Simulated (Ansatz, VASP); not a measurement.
**One calculation of GaN, two programs**

Contents of INCAR:

```
SYSTEM = GaN
PREC     = Accurate       ! precision mode
ENCUT    = 520            ! plane-wave cutoff, eV
EDIFF    = 1E-6           ! SCF threshold, eV
ISMEAR   = 0              ! smearing method
SIGMA    = 0.05           ! smearing width, eV
LREAL    = .False.        ! projectors in reciprocal space
LASPH    = .True.         ! aspherical terms in the spheres
NELM     = 60             ! most SCF steps
ALGO     = Normal         ! electronic algorithm
ISIF     = 2              ! what is computed and relaxed
LWAVE    = .False.        ! write WAVECAR
LCHARG   = .False.        ! write CHGCAR
GGA      = PE             ! functional
NBANDS   = 16             ! bands
```

KPOINTS

```
regular mesh
0
Gamma
  10 10 10
  0 0 0
```

POSCAR

```
GaN
1.0
    0.0000000000      2.2742384873      2.2742384873
    2.2742384873      0.0000000000      2.2742384873
    2.2742384873      2.2742384873      0.0000000000
Ga N
1 1
Direct
    0.0000000000      0.0000000000      0.0000000000
    0.7166801775      0.7611066075      0.7611066075
```

Input for Ansatz:

```yaml
crystal:
  lattice:
    - [0.0, 2.2742384873, 2.2742384873]
    - [2.2742384873, 0.0, 2.2742384873]
    - [2.2742384873, 2.2742384873, 0.0]
  atoms:
    - { symbol: Ga, position: [0.0, 0.0, 0.0] }
    - { symbol: "N", position: [0.7166801775, 0.7611066075, 0.7611066075] }
basis:
  ecutwfc: 420
kpoints:
  mp_grid: { grid: [10, 10, 10] }
hamiltonian:
  xc: pbe
scf:
  occupations: { method: gaussian, width: 0.05 }
output:
  forces: true
  stress: true
  eigenvalues: true
  write_density: true
  write_potential: true
  elf: true
  volumetric_format: npy
```

Change from the starting cell: all N atoms moved +0.087 Å, as atom 2 towards its neighbour atom 1 (Ga) at 1.970 Å.

Alike in both runs: task single point; functional PBE; k mesh 10 × 10 × 10; occupations gaussian, width 0.05 eV; no spin polarisation.

|  | VASP | Ansatz |
| --- | --- | --- |
| version | VASP 6.6.1 | Ansatz 0.2.0 |
| potentials or method | VASP PAW PBE potentials, release 64 (Ga_d, N) | scalar-relativistic, plane waves, PAW |
| plane-wave cutoff (eV) | 520 | 420 |
| valence electrons in the cell | 18 | 18 |

|  | VASP | Ansatz | Ansatz less VASP |
| --- | --- | --- | --- |
| gap on the k mesh at the Fermi level (eV) | 1.45 | 1.44 | -0.005 |
| least direct gap on the mesh (eV) | 1.45 | 1.44 | -0.005 |
| pressure (GPa) | 0.9 | 0.8 | -0.08 |
| largest component of the traceless stress (GPa) | 3.10 | 3.17 | +0.077 |
| rms of the force components (eV/Å) | 0.708 | 0.719 | +0.0109 |

Atom by atom the forces differ by 0.011 eV/Å (rms over components).

Caveats: forces of over 1 eV/Å show positions far from the minimum, so gaps and moduli don't describe the material at rest.
